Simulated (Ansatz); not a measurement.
# HfO2 under pressure: fit and missing row

HfO2, P4_2/nmc, a = 3.604 Å, c = 5.264 Å. This isn't the usual stable structure of the compound. Ansatz: PBE, PAW, 420 eV, Γ-centred 6×6×4 mesh on 6 atoms, Gaussian smearing 0.02 eV; no spin polarisation. Cell and atoms are relaxed at each pressure, and no other structure is tried, so the rows at high pressure may lie past a change of phase.

```tsv
V (Å³/atom)	P (GPa)
9.773	40.00
10.407	20.00
?	10.02
11.091	5.02
11.269	2.00
11.397	0.02
11.544	-2.06
```

Q: Take V0 = 11.397 Å³/atom, count pressures from its P0 = 0.02 GPa, fit the third-order Birch–Murnaghan form to the other rows, and predict the missing volume.

A: With the Eulerian strain f = ½[(V0/V)^(2/3) − 1] and y = (P − P0)/[3f(1 + 2f)^(5/2)], the form is the line y = B0 + 1.5 B0 (B0′ − 4) f. Rows (f, y): 0.05396, 191.2; 0.03123, 183.3; 0.00915, 174.1; 0.00378, 171.3; -0.00425, 166.7. Means f = 0.01877, y = 177.32; Σ(Δf)² = 0.002241, ΣΔfΔy = 0.9286; the slope is their ratio. y = 169.5 + 414.4 f GPa, so B0 = 169.5 GPa and B0′ = 4 + 2 × (414.4)/(3 × 169.5) = 5.63. P = 10.02 GPa is met at f = 0.01733 (y = 176.68), so V = V0 (1 + 2f)^(−3/2) = 10.829 Å³/atom. The run gave 10.832 Å³/atom, so the fit is 0.003 Å³/atom too low, within twice the rms miss on the fitted rows (0.002 Å³/atom). With a term in f² added B0′ becomes 6.09, so this figure hangs on the form.

The mesh isn't the same in all rows (6×6×4, 8×8×6). Spin–orbit coupling is left out, which can shift energies with elements as heavy as these.